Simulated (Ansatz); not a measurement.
**Barrier of one jump, B in BN**

All numbers below come from DFT PBE+D3(BJ), scalar-relativistic, plane waves, PAW (Ansatz 0.2.0). Run with 420 eV cutoff, 2×2×2 k-mesh, shifted by half a step, Gaussian smearing of 0.02 eV, collinear spin.

In a supercell of 24 host sites, interstitial B hops to an equivalent place, moving 1.35 Å between the relaxed ends. Climbing-image nudged elastic band at fixed cell with images 0 (start) to 6 (end), the path measured over all atoms, converged to 0.05 eV/Å; the order of the saddle wasn't checked, and the small cell leaves errors of about a tenth of an eV.

Start:

```yaml
crystal:
  lattice:
    - [-3.76153, 3.33948, 4.33766]
    - [3.76153, 3.33948, -4.33766]
    - [-3.76153, -3.33948, -4.33766]
  atoms:
    - { symbol: B, position: [0.48267, 0.23526, 0.75167] }
    - { symbol: B, position: [0.33056, 0.99944, 0.33451] }
    - { symbol: B, position: [0.67443, 0.02091, 0.66425] }
    - { symbol: B, position: [0.50851, 0.75949, 0.24579] }
    - { symbol: B, position: [0.82590, 0.24495, 0.08467] }
    - { symbol: B, position: [0.38471, 0.54465, 0.82557] }
    - { symbol: B, position: [0.82196, 0.73413, 0.57780] }
    - { symbol: B, position: [0.14923, 0.23528, 0.41821] }
    - { symbol: B, position: [0.64770, 0.48153, 0.16403] }
    - { symbol: B, position: [0.02229, 0.02092, 0.01210] }
    - { symbol: B, position: [0.98315, 0.48155, 0.49946] }
    - { symbol: B, position: [0.17935, 0.75950, 0.91662] }
    - { symbol: N, position: [0.50323, 0.92153, 0.41646] }
    - { symbol: N, position: [0.35805, 0.69273, 0.00031] }
    - { symbol: N, position: [0.66562, 0.66669, 0.33026] }
    - { symbol: N, position: [0.47385, 0.38829, 0.91830] }
    - { symbol: N, position: [0.84648, 0.93284, 0.75198] }
    - { symbol: N, position: [0.31792, 0.15203, 0.49974] }
    - { symbol: N, position: [0.81087, 0.39492, 0.24968] }
    - { symbol: N, position: [0.17070, 0.92153, 0.08393] }
    - { symbol: N, position: [0.66771, 0.17041, 0.83428] }
    - { symbol: N, position: [0.00208, 0.66671, 0.66670] }
    - { symbol: N, position: [0.00177, 0.17042, 0.16833] }
    - { symbol: N, position: [0.13565, 0.38832, 0.58006] }
    - { symbol: B, position: [0.62168, 0.70036, 0.74433] }
```

Atom 25 jumps to (-1.258, 1.410, -3.570) Å.

Task: Give the energy along the band and the structure at its top.

Result:
```csv
image,path (Å),E − E(0) (eV),B x (Å),B y (Å),B z (Å),force on B (eV/Å)
0,0.00,0.000,-2.504,1.929,-3.570,0.01
1,0.66,-0.080,-2.263,1.942,-4.057,0.03
2,1.32,0.098,-2.124,1.794,-4.116,0.01
3,1.88,0.033,-1.797,1.656,-4.078,0.21
4,2.44,0.000,-1.574,1.468,-4.142,0.23
5,3.01,-0.059,-1.471,1.383,-3.992,0.17
6,3.57,0.000,-1.258,1.410,-3.570,0.01
```

Barrier 0.10 eV. An image lies below the start, so the start isn't the lowest place along this path. Image 2:
```yaml
crystal:
  lattice:
    - [-3.76153, 3.33948, 4.33766]
    - [3.76153, 3.33948, -4.33766]
    - [-3.76153, -3.33948, -4.33766]
  atoms:
    - { symbol: B, position: [0.49964, 0.25002, 0.75062] }
    - { symbol: B, position: [0.32968, 0.99609, 0.32974] }
    - { symbol: B, position: [0.64483, 0.99037, 0.66130] }
    - { symbol: B, position: [0.48263, 0.73443, 0.24593] }
    - { symbol: B, position: [0.84675, 0.26248, 0.08092] }
    - { symbol: B, position: [0.38357, 0.54546, 0.84810] }
    - { symbol: B, position: [0.82947, 0.73656, 0.57231] }
    - { symbol: B, position: [0.17642, 0.25509, 0.41081] }
    - { symbol: B, position: [0.65586, 0.48482, 0.16206] }
    - { symbol: B, position: [0.99645, 0.99191, 0.00186] }
    - { symbol: B, position: [0.01179, 0.50788, 0.49572] }
    - { symbol: B, position: [0.15260, 0.73228, 0.91570] }
    - { symbol: N, position: [0.49570, 0.91412, 0.41077] }
    - { symbol: N, position: [0.30379, 0.63992, 0.00168] }
    - { symbol: N, position: [0.65996, 0.65779, 0.32871] }
    - { symbol: N, position: [0.48076, 0.39108, 0.91682] }
    - { symbol: N, position: [0.80878, 0.88705, 0.74246] }
    - { symbol: N, position: [0.33593, 0.16702, 0.49720] }
    - { symbol: N, position: [0.83754, 0.41721, 0.24854] }
    - { symbol: N, position: [0.15359, 0.90325, 0.07994] }
    - { symbol: N, position: [0.68673, 0.18957, 0.83372] }
    - { symbol: N, position: [0.00349, 0.66549, 0.66329] }
    - { symbol: N, position: [0.00829, 0.17245, 0.16176] }
    - { symbol: N, position: [0.19361, 0.43859, 0.57538] }
    - { symbol: B, position: [0.55085, 0.74300, 0.75678] }
```

Cost: 1 run of about 21 core-minutes, on Intel Xeon 6975P-C (Granite Rapids) (shared hosts).